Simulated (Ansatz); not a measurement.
Runs of Ansatz 0.2.0 on C. It takes space group Fd-3m (No. 227, cubic). The conventional cell has a = 3.567 Å, b = 3.567 Å, c = 3.567 Å, α = 90.00°, β = 90.00°, γ = 90.00°. C (site symmetry -43m) has 4 C at 1.54 Å as nearest neighbours. This isn't the form of C at room conditions, which is graphite.

| task | level | potentials or basis | cell | k mesh | cutoff (eV) | smearing | basis error allowed | mesh quality | gap on the mesh (eV) | pressure (GPa) |
| --- | --- | --- | --- | --- | --- | --- | --- | --- | --- | --- |
| band structure | PBE | all-electron LAPW, scalar-relativistic | as given | 13 × 13 × 13 | 449 | fermi-dirac 0.05 eV | 0.001 eV/atom | not flagged | 4.15 | 1.8 |
| band structure | r2SCAN+rVV10 | all-electron PAW datasets made for the crystal | volume scaled by 1.15 | 13 × 13 × 13 | 500 | gaussian 0.05 eV | - | not flagged | 4.01 | -50.9 |
| single point | PBE | all-electron LAPW, scalar-relativistic | as given | 13 × 13 × 13 | 449 | gaussian 0.021 eV | 0.001 eV/atom | not flagged | 4.15 | 1.8 |
| single point | PBE | all-electron LAPW, scalar-relativistic | as given | 13 × 13 × 13 | 449 | gaussian 0.024 eV | 0.001 eV/atom | not flagged | 4.15 | 1.8 |
| relaxation of cell and atoms | revPBE+D3(BJ) | all-electron LAPW, scalar-relativistic | relaxed | 13 × 13 × 13 | - | fermi-dirac 0.05 eV | 0.001 eV/atom | not flagged | 4.17 | 0.0 |
| single point | PBE | all-electron LAPW, scalar-relativistic | as given | 5 × 5 × 5 | 410 | fermi-dirac 0.04 eV | 0.002 eV/atom | coarse | 4.17 | 2.0 |
| Born charges and dielectric tensor | PBEsol | all-electron PAW datasets made for the crystal | as given | 13 × 13 × 13 | 600 | fixed | - | not flagged | (a) | - |
| single point | PBE | all-electron LAPW, scalar-relativistic | as given | 13 × 13 × 13 | 449 | gaussian 0.026 eV | 0.001 eV/atom | not flagged | 4.15 | 1.8 |

Alike in all rows: no spin polarisation.

Task: Estimate the missing entries.

Result: (a) 4.02.

Caveats: some runs use coarse meshes; an odd mesh through Γ misses points on the zone boundary, where band edges often lie (some runs); the cell as given lies far from equilibrium (some runs); so large a pressure means that the cell lies far from this level's equilibrium, or that cutoff or potentials fall short (some runs); the program warned that the printed levels may be off, so bands, gaps and densities of states are rough (some runs).

The runs don't all hold the same shells in valence.
